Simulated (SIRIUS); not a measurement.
# NaI: equation of state with PBEsol

The system is NaI.

```
I Na
1.0
     0.00000    3.23640    3.23640
     3.23640    0.00000    3.23640
     3.23640    3.23640    0.00000
I Na
1 1
Direct
  0.50000 0.50000 0.50000
  0.00000 0.00000 0.00000
```

```json
{
 "Program": "SIRIUS 7.10.0",
 "Task": "equation of state",
 "Functional": "PBEsol",
 "Potentials or basis": "PseudoDojo 0.4.1 PBEsol standard (scalar relativistic)",
 "Cutoff": "1202 eV",
 "Density cutoff": "4809 eV",
 "k mesh": "7 × 7 × 7",
 "Occupations": "fermi-dirac, width 0.05 eV",
 "Spin": "no spin polarisation",
 "Libxc names": "[\"XC_GGA_X_PBE_SOL\", \"XC_GGA_C_PBE_SOL\"]",
 "Radial cutoff for the potentials' integrals": "6.5 bohr"
}
```

```yaml
Equilibrium_volume: 32.81 Å³/atom
Bulk_modulus: 17.4 GPa
Pressure_derivative_of_the_bulk_modulus: 5.3
```

Energy against volume, from the lowest point:
```tsv
volume (Å³/atom)	energy (meV/atom)
31.865	1.44
32.543	0.00
33.221	0.14
33.899	1.69
34.577	4.51
35.255	8.38
35.933	13.22
```

All runs of the series together: 5.1 min on 1 thread of Arm Neoverse V1, on a shared host.

Spin-orbit coupling is left out, which matters for the levels of I.
